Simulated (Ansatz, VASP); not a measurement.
# BN: VASP beside Ansatz

The input INCAR:

```
ALGO     = Normal         # electronic algorithm
EDIFF    = 1E-6           # SCF threshold, eV
ENCUT    = 520            # plane-wave cutoff, eV
GGA      = PE             # functional
ISIF     = 2              # what is computed and relaxed
ISMEAR   = 0              # smearing method
LASPH    = T              # aspherical terms in the spheres
LCHARG   = T              # write CHGCAR
LELF     = T              # ELF
LREAL    = F              # projectors in reciprocal space
LVHAR    = T            
LWAVE    = F              # write WAVECAR
NBANDS   = 11             # bands
NELM     = 60             # most SCF steps
PREC     = Accurate       # precision mode
SIGMA    = 0.05           # smearing width, eV
```

File KPOINTS:

```
k-points
0
Gamma
  12 12 12
```

POSCAR

```
BN
1.0
    0.0000000000      1.6852010442      1.8795461122
    1.8795461122      0.0000000000      1.8795461122
    1.8795461122      1.6852010442      0.0000000000
B N
1 1
Direct
    0.0000000000      0.0000000000      0.0000000000
    0.7500000000      0.7500000000      0.7500000000
```

Input for Ansatz:

```yaml
crystal:
  lattice:
    - [0.0, 1.6852010442, 1.8795461122]
    - [1.8795461122, 0.0, 1.8795461122]
    - [1.8795461122, 1.6852010442, 0.0]
  atoms:
    - { symbol: B, position: [0.0, 0.0, 0.0] }
    - { symbol: "N", position: [0.75, 0.75, 0.75] }
basis:
  ecutwfc: 520.0
kpoints:
  mp_grid: { grid: [12, 12, 12] }
hamiltonian:
  xc: pbe
scf:
  occupations: { method: gaussian, width: 0.05 }
output:
  forces: true
  stress: true
  eigenvalues: true
```

Alike in both runs: task single point; functional PBE; k mesh 12 × 12 × 12; occupations gaussian, width 0.05 eV; no spin polarisation.

|  | VASP | Ansatz |
| --- | --- | --- |
| version | VASP 6.6.1 | Ansatz 0.2.0 |
| potentials or method | VASP PAW PBE potentials, release 64 (B, N) | scalar-relativistic, plane waves, PAW |
| plane-wave cutoff (eV) | 520 | 520 |
| valence electrons in the cell | 8 | 8 |

Ansatz gave:

| Property | Result |
| --- | --- |
| gap on the k mesh at the Fermi level (eV) | 2.75 |
| least direct gap on the mesh (eV) | 7.79 |
| pressure (GPa) | -0.3 |
| largest component of the traceless stress (GPa) | 37.82 |

Question: Estimate VASP's values.

Answer: gap on the k mesh at the Fermi level (eV): 2.74; least direct gap on the mesh (eV): 7.78; pressure (GPa): -0.1; largest component of the traceless stress (GPa): 37.83.

A k mesh can miss the band edges.
